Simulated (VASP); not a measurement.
# Hg in VASP: reference runs

Reference runs on Hg: the cell as given.

All numbers are computed with VASP 6.6.1; they aren't measurements. Logs are shortened: lines on timing, memory, paths and dates and some standing lists are left out, and cuts for length are marked.

## 1. The cell of the first run

The cell holds a slab with vacuum, 8 atoms: a = 6.858 Å, b = 6.865 Å, c = 20.752 Å, α = 90.00°, β = 90.00°, γ = 90.00°.

The slab is cut from a database's or a generator's crystal, which needn't be the stable form of the element.

## 2. Single point, PBE (the (1 0 0) slab of Hg, cut from the database cell, not relaxed)

Contents of INCAR:

```
SYSTEM = Hg
PREC = Accurate
ENCUT = 520
EDIFF = 1E-7
ISMEAR = -1
SIGMA = 0.05
LREAL = .FALSE.
LASPH = .TRUE.
NELM = 60
ALGO = Normal
ISIF = 2
LWAVE = .FALSE.
LCHARG = .FALSE.
LDIPOL = .TRUE.
IDIPOL = 3
DIPOL = 0.5 0.5 0.500
GGA = PE
NBANDS = 58
```

Contents of KPOINTS:

```
regular mesh
0
G
  4 4 1
  0 0 0
```

Contents of POSCAR:

```
Hg
1.0
    6.8580012501      0.0000000000      0.0000000000
    0.0000000000      6.8650000000      0.0000000000
    0.0000000000      0.0000000000     20.7518782925
Hg
8
Direct
    0.3804558854      0.0000000000      0.3614130680
    0.8804558854      0.5000000000      0.3614130680
    0.2771496367      0.3600000000      0.4792119602
    0.7771496367      0.1400000000      0.4792119602
    0.3642180195      0.8600000000      0.5207880398
    0.8642180195      0.6400000000      0.5207880398
    0.7609117708      0.0000000000      0.6385869320
    0.2609117708      0.5000000000      0.6385869320
```

Potentials or basis: VASP PAW PBE potentials, release 64 (Hg).

Launch:

```bash
> cat potpaw_PBE.64/Hg/POTCAR > POTCAR
> mpirun -np 1 vasp_std > vasp.out
```

OUTCAR:

```text
SYSTEM = Hg
   PREC = Accurate
   ENCUT = 520
   EDIFF = 1E-7
   ISMEAR = -1
   LREAL = .FALSE.
   LASPH = .TRUE.
   NELM = 60
   ISIF = 2
   GGA = PE

 ion  position               nearest neighbor table
   1  0.380  0.000  0.361-   5 3.45   3 3.55   4 3.78
   2  0.880  0.500  0.361-   6 3.45   4 3.55   3 3.78
   3  0.277  0.360  0.479-   8 3.45   6 3.53   1 3.55   5 3.59   5 3.59   4 3.75   4 3.75   2 3.78

   4  0.777  0.140  0.479-   7 3.45   5 3.53   2 3.55   6 3.59   6 3.59   3 3.75   3 3.75   1 3.78

   5  0.364  0.860  0.521-   1 3.45   4 3.53   8 3.55   3 3.59   3 3.59   6 3.75   6 3.75   7 3.78

   6  0.864  0.640  0.521-   2 3.45   3 3.53   7 3.55   4 3.59   4 3.59   5 3.75   5 3.75   8 3.78

   7  0.761  0.000  0.639-   4 3.45   6 3.55   5 3.78
   8  0.261  0.500  0.639-   3 3.45   5 3.55   6 3.78

  LATTYP: Found a simple orthorhombic cell.
 ALAT       =     6.8580012501
 B/A-ratio  =     1.0010205233
 C/A-ratio  =     3.0259367906

  Lattice vectors:

 A1 = (   6.8580012501,   0.0000000000,   0.0000000000)
 A2 = (   0.0000000000,   6.8650000000,   0.0000000000)
 A3 = (   0.0000000000,   0.0000000000,  20.7518782925)

Analysis of symmetry for initial positions (statically):
=====================================================================
 Subroutine PRICEL returns:
 Original cell was already a primitive cell.

 Routine SETGRP: Setting up the symmetry group for a
 simple orthorhombic supercell.

 Subroutine GETGRP returns: Found  4 space group operations
 (whereof  1 operations were pure point group operations)
 out of a pool of  8 trial point group operations.

The static configuration has the point symmetry C_1 .
 The point group associated with its full space group is C_2h.

Analysis of symmetry for dynamics (positions and initial velocities):
=====================================================================
 Subroutine PRICEL returns:
 Original cell was already a primitive cell.

 Routine SETGRP: Setting up the symmetry group for a
 simple orthorhombic supercell.

 Subroutine GETGRP returns: Found  4 space group operations
 (whereof  1 operations were pure point group operations)
 out of a pool of  8 trial point group operations.

The dynamic configuration has the point symmetry C_1 .
 The point group associated with its full space group is C_2h.

 Subroutine INISYM returns: Found  4 space group operations
 (whereof  1 operations are pure point group operations),
 and found     1 'primitive' translations

----------------------------------------------------------------------------------------

                                     Primitive cell

  volume of cell :     977.0021

  direct lattice vectors                    reciprocal lattice vectors
     6.858001250  0.000000000  0.000000000     0.145815080  0.000000000  0.000000000
     0.000000000  6.865000000  0.000000000     0.000000000  0.145666424  0.000000000
     0.000000000  0.000000000 20.751878292     0.000000000  0.000000000  0.048188409

  length of vectors
     6.858001250  6.865000000 20.751878292     0.145815080  0.145666424  0.048188409

  position of ions in fractional coordinates (direct lattice)
     0.380455885  0.000000000  0.361413068
     0.880455885  0.500000000  0.361413068
     0.277149637  0.360000000  0.479211960
     0.777149637  0.140000000  0.479211960
     0.364218020  0.860000000  0.520788040
     0.864218020  0.640000000  0.520788040
     0.760911771  0.000000000  0.638586932
     0.260911771  0.500000000  0.638586932

  ion indices of the primitive-cell ions
   primitive index   ion index
                 1           1
                 2           2
                 3           3
                 4           4
                 5           5
                 6           6
                 7           7
                 8           8

----------------------------------------------------------------------------------------

 KPOINTS: regular mesh

Automatic generation of k-mesh.
 Grid dimensions read from file:
 generate k-points for:    4    4    1

 Generating k-lattice:

  Cartesian coordinates                     Fractional coordinates (reciprocal lattice)
     0.036453770  0.000000000  0.000000000     0.250000000  0.000000000  0.000000000
     0.000000000  0.036416606  0.000000000     0.000000000  0.250000000  0.000000000
     0.000000000  0.000000000  0.048188409     0.000000000  0.000000000  1.000000000

  Length of vectors
     0.036453770  0.036416606  0.048188409

  Shift w.r.t. Gamma in fractional coordinates (k-lattice)
     0.000000000  0.000000000  0.000000000

 Subroutine IBZKPT returns following result:
 ===========================================

 Found      9 irreducible k-points:

 Following reciprocal coordinates:
            Coordinates               Weight
  0.000000  0.000000  0.000000      1.000000
  0.250000  0.000000  0.000000      2.000000
  0.500000  0.000000  0.000000      1.000000
  0.000000  0.250000  0.000000      2.000000
  0.250000  0.250000  0.000000      4.000000
  0.500000  0.250000  0.000000      2.000000
  0.000000  0.500000  0.000000      1.000000
  0.250000  0.500000  0.000000      2.000000
  0.500000  0.500000  0.000000      1.000000
   k-points           NKPTS =      9   k-points in BZ     NKDIM =      9   number of bands    NBANDS=     58
   number of dos      NEDOS =    301   number of ions     NIONS =      8
   total plane-waves  NPLWV = 466560
   dimension x,y,z NGX =    54 NGY =   54 NGZ =  160
   dimension x,y,z NGXF=   108 NGYF=  108 NGZF=  320
   ions per type =               8
   NGX,Y,Z   is equivalent  to a cutoff of  13.09, 13.08, 12.82 a.u.
   NGXF,Y,Z  is equivalent  to a cutoff of  26.18, 26.15, 25.64 a.u.
 SYSTEM =  Hg
   PREC   = accura    normal or accurate (medium, high low for compatibility)
   ISTART =      0    job   : 0-new  1-cont  2-samecut
   ICHARG =      2    charge: 1-file 2-atom 10-const
   ISPIN  =      1    spin polarized calculation?
   LNONCOLLINEAR =      F non collinear calculations
   LSORBIT =      F    spin-orbit coupling
   LASPH  =      T    aspherical Exc in radial PAW
   ENCUT  =  520.0 eV  38.22 Ry    6.18 a.u.  12.75 12.76 38.58*2*pi/ulx,y,z
   NELM   =     60;   NELMIN=  2; NELMDL= -5     # of ELM steps
   EDIFF  = 0.1E-06   stopping-criterion for ELM
   LREAL  =      F    real-space projection
   EDIFFG = 0.1E-05   stopping-criterion for IOM
   NSW    =      0    number of steps for IOM
   IBRION =     -1    ionic relax: 0-MD 1-quasi-New 2-CG
   NFREE  =      0    steps in history (QN), initial steepest desc. (CG)
   ISIF   =      2    stress and relaxation
   ISYM   =      2    0-nonsym 1-usesym 2-fastsym
   POTIM  = 0.5000    time-step for ionic-motion
   TEBEG  =    0.0;   TEEND  =   0.0 temperature during run
   PSTRESS=    0.0 pullay stress
   NELECT =      96.0000    total number of electrons
   NUPDOWN=      -1.0000    fix difference up-down
   EMIN   =  10.00;   EMAX   =-10.00  energy-range for DOS
   EFERMI =   0.00;   METHOD = LEGACY
   ISMEAR =    -1;   SIGMA  =   0.05  broadening in eV -4-tet -1-fermi 0-gaus
   EFERMI_NEDOS =   21; number of points for ismear=-14 and -15
   IALGO  =     38    algorithm
   IMIX   =      4    mixing-type and parameters
     AMIX     =   0.40;   BMIX     =  1.00
     AMIX_MAG =   1.60;   BMIX_MAG =  1.00
  volume/ion in A,a.u.               =     122.13       824.14
  Fermi-wavevector in a.u.,A,eV,Ry     =   0.755440  1.427575  7.764707  0.570690
  Thomas-Fermi vector in A             =   1.853335
   LORBIT       =      0    0 simple, 1 ext, 2 COOP (PROOUT), +10 PAW based schemes
   GGA     = PE    functional components
   LHFCALC =     F    Hartree Fock is set to
   AEXX    =    0.0000 exact exchange contribution
   IVDW    =     0    specifies the selected vdW correction
   LEPSILON=     F    determine dielectric tensor
   LRPA    =     F    only Hartree local field effects (RPA)
 non-spin polarized calculation
  energy-cutoff  :      520.00
  volume of cell :      977.00
 maximum number of plane-waves:     26322
 NGX is ok and might be reduce to    54
   NGX = 25   NGY = 25   NGZ = 77

 number of electron      96.0000025 magnetization

 dipolmoment           0.000000      0.000000     -0.000001 electrons x Angstroem

 Free energy of the ion-electron system (eV)
  ---------------------------------------------------
  ext. energy  EPLUGINS =         0.00000000
  ---------------------------------------------------
  free energy    TOTEN  =        -0.92496143 eV

  energy without entropy =       -0.92496143  energy(sigma->0) =       -0.92496143

 E-fermi :  -3.3285     XC(G=0):  -3.2945

 val. band max:       -4.4673547842   @ k =   0.0000   0.2500   0.0000
 cond. band min:      -2.1614904197   @ k =   0.0000   0.2500   0.0000
 fundamental gap:      2.3058643645
 Fermi energy:        -3.3285173168

 k-point     1 :       0.0000    0.0000    0.0000
  band No.  band energies     occupation
      1      -9.3128      2.00000
      2      -9.3078      2.00000
      3      -9.1810      2.00000
      4      -9.1717      2.00000
      5      -9.1166      2.00000
      6      -9.0901      2.00000
[... 50 lines left out ...]
     57       0.5373      0.00000
     58       0.6467      0.00000

 k-point     2 :       0.2500    0.0000    0.0000
  band No.  band energies     occupation
      1      -9.3215      2.00000
      2      -9.3083      2.00000
      3      -9.1675      2.00000
      4      -9.1622      2.00000
      5      -9.1385      2.00000
      6      -9.1224      2.00000
[... 50 lines left out ...]
     57       0.5780      0.00000
     58       0.6529      0.00000
[... 364 lines left out ...]
     57       0.9270      0.00000
     58       0.9270      0.00000

 k-point     9 :       0.5000    0.5000    0.0000
  band No.  band energies     occupation
      1      -9.2656      2.00000
      2      -9.2656      2.00000
      3      -9.2138      2.00000
      4      -9.2138      2.00000
      5      -9.1288      2.00000
      6      -9.1288      2.00000
[... 50 lines left out ...]
     57       1.2016      0.00000
     58       1.2020      0.00000

------------------------ aborting loop because EDIFF is reached ----------------------------------------

 vacuum level on the upper side and lower side of the slab       (xc-potential included)        -0.004        -0.004

  FORCE on cell =-STRESS in cart. coord.  units (eV):
  Direction    XX          YY          ZZ          XY          YZ          ZX
  --------------------------------------------------------------------------------------
  -------------------------------------------------------------------------------------
  Total       -1.1280211     -0.8726306     -0.1832278      0.0000000      0.0000000     -0.0458914
  in kB       -1.8498321     -1.4310193     -0.3004737      0.0000000      0.0000000     -0.0752569
  external PRESSURE =      -1.1937750 kB  Pullay stress =       0.0000000 kB

 VOLUME and BASIS-vectors are now :
 -----------------------------------------------------------------------------
  energy-cutoff  :      520.00
  volume of cell :      977.00
      direct lattice vectors                 reciprocal lattice vectors
     6.858001250  0.000000000  0.000000000     0.145815080  0.000000000  0.000000000
     0.000000000  6.865000000  0.000000000     0.000000000  0.145666424  0.000000000
     0.000000000  0.000000000 20.751878292     0.000000000  0.000000000  0.048188409

 POSITION                                       TOTAL-FORCE (eV/Angst)
 -----------------------------------------------------------------------------------
      2.60917      0.00000      7.50000         0.007178      0.016449      0.008006
      6.03817      3.43250      7.50000         0.007178     -0.016449      0.008006
      1.90069      2.47140      9.94455        -0.021283     -0.019628     -0.020760
      5.32969      0.96110      9.94455        -0.021283      0.019628     -0.020760
      2.49781      5.90390     10.80733         0.021283     -0.019628      0.020760
      5.92681      4.39360     10.80733         0.021283      0.019628      0.020760
      5.21833      0.00000     13.25188        -0.007178     -0.016449     -0.008006
      1.78933      3.43250     13.25188        -0.007178      0.016449     -0.008006
 -----------------------------------------------------------------------------------
    total drift:                                0.000041      0.000000     -0.000025

  FREE ENERGIE OF THE ION-ELECTRON SYSTEM (eV)
  ---------------------------------------------------
  free  energy   TOTEN  =        -0.9249614299 eV

  energy  without entropy=       -0.9249614298  energy(sigma->0) =       -0.92496143

 vacuum level on the upper side and lower side of the slab         1.327         1.327
```

It took 8.5 min on 1 thread of Intel Xeon 6975P-C (Granite Rapids), shared host; peak memory 1 GiB.

Results:

```yaml
Free_energy: -0.9250 eV
Largest_force: 0.036 eV/Å
Band_gap_on_the_k_mesh: 2.31 eV, direct
```

Forces on the atoms (eV/Å):
```
Hg   0.007  0.016  0.008
Hg   0.007 -0.016  0.008
Hg  -0.021 -0.020 -0.021
Hg  -0.021  0.020 -0.021
Hg   0.021 -0.020  0.021
Hg   0.021  0.020  0.021
Hg  -0.007 -0.016 -0.008
Hg  -0.007  0.016 -0.008
```

Caveat: spin-orbit coupling is left out, which moves the levels of the heavy elements.
